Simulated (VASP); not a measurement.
Crystal: Te2Pt (Moncheite).

```
Te Pt
1.0
     4.01000    0.00000    0.00000
    -2.00500    3.47276    0.00000
     0.00000    0.00000    5.20100
Te Pt
2 1
Direct
  0.33333 0.66667 0.25000
  0.66667 0.33333 0.75000
  0.00000 0.00000 0.00000
```

```yaml
Program: VASP 6.6.1
Task: relaxation of cell and atoms
Functional: LDA
Potentials_or_basis: VASP PAW LDA potentials, release 64 (Te, Pt)
Cutoff: 600 eV
k_mesh: 12 × 12 × 7
Occupations: methfessel-paxton, width 0.1 eV
Spin: no spin polarisation
```

At the start: pressure 2.1 GPa; volume 24.14 Å³/atom.

Problem. Where does the relaxation end?

Solution. Over 15 steps the energy falls by 15.1 meV/atom and the volume is 23.70 Å³/atom (-1.8 %); space group P-3m1 (No. 164, to 0.05 Å).

Step by step:
| step | energy change (eV) | largest force (eV/Å) | pressure (GPa) | volume (Å³) |
| --- | --- | --- | --- | --- |
| 1 | 0.0000 | 0.6767 | 2.11 | 72.43 |
| 2 | 0.0130 | 0.1749 | -4.36 | 75.82 |
| 3 | -0.0187 | 0.2818 | -0.91 | 73.86 |
| 4 | -0.0304 | 0.1891 | -0.63 | 73.12 |
| 5 | -0.0383 | 0.0717 | 0.42 | 71.08 |
| 6 | -0.0401 | 0.0135 | 0.06 | 71.71 |
| 7 | -0.0438 | 0.0383 | -0.28 | 71.54 |
| 8 | -0.0446 | 0.0720 | -0.48 | 71.42 |
| 9 | -0.0426 | 0.0786 | 1.14 | 70.29 |
| 10 | -0.0453 | 0.0226 | 0.05 | 71.05 |
| 11 | -0.0453 | 0.0129 | -0.02 | 71.10 |
| 12 | -0.0453 | 0.0104 | -0.03 | 71.11 |
| 13 | -0.0453 | 0.0057 | 0.08 | 71.07 |
| 14 | -0.0453 | 0.0031 | 0.04 | 71.09 |
| 15 | -0.0453 | 0.0046 | 0.00 | 71.09 |

Final structure:
```xyz
3
Lattice="4.0229 0.0000 0.0000 -2.0114 3.4839 0.0000 0.0000 0.0000 5.0727" Properties=species:S:1:pos:R:3 pbc="T T T"
Te    0.0000    2.3226    1.3431
Te    2.0114    1.1613    3.7296
Pt    0.0000    0.0000    0.0000
```
